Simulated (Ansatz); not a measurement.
**Is this PbS structure a true minimum?**

The cell was found from a structure generator's guess, not taken from experiment.

Method: Ansatz, DFT PBE, scalar-relativistic, plane waves, PAW. Settings: cutoff 420 eV, Γ-centred mesh 6×6×6 on the computed 4-atom cell, Gaussian smearing of 0.02 eV; no spin polarisation.

The cell below (4 atoms, space group P6_3/mmc (No. 194)) is relaxed within its symmetry.

```
Pb S
1.0
     5.03093    0.00000    0.00000
    -2.51547    4.35692    0.00000
     0.00000    0.00000    6.02313
Pb S
2 2
Direct
  0.33333 0.66667 0.25000
  0.66667 0.33333 0.75000
  0.66667 0.33333 0.25000
  0.33333 0.66667 0.75000
```

For the test a repeat of it with 8 atoms (edges 5.03, 6.02, 8.71 Å) was strained at random (σ = 1.5 % a component), the atoms were moved at random (σ = 0.05 Å), and all was relaxed again on a coarse 4×2×2 mesh (in the run’s order of axes) with 0.10 eV smearing, with no symmetry imposed.

These runs have no spin–orbit coupling, which can matter for Pb.

Question: What happens?

Answer: It doesn't return. The energy falls by 76 meV/atom on that mesh, the volume changes by -12.9 %, and the end has space group P-1 (No. 2) at a loose tolerance. Relaxed again on an 8×8×6 mesh with 0.02 eV smearing, the new structure lies 75 meV/atom below the first (mesh in the axes of the run's cell; the cell below is made exact in the group named). Space group Fm-3m (No. 225), cubic, a = 6.009 Å. Around Pb lie 6 S at 3.00 Å; around S lie 6 Pb at 3.00 Å.

```xyz
2
Lattice="0.0000 3.0045 3.0045 3.0045 0.0000 3.0045 3.0045 3.0045 0.0000" Properties=species:S:1:pos:R:3 pbc="T T T"
Pb    0.0000    0.0000    0.0000
S     3.0045    3.0045    3.0045
```
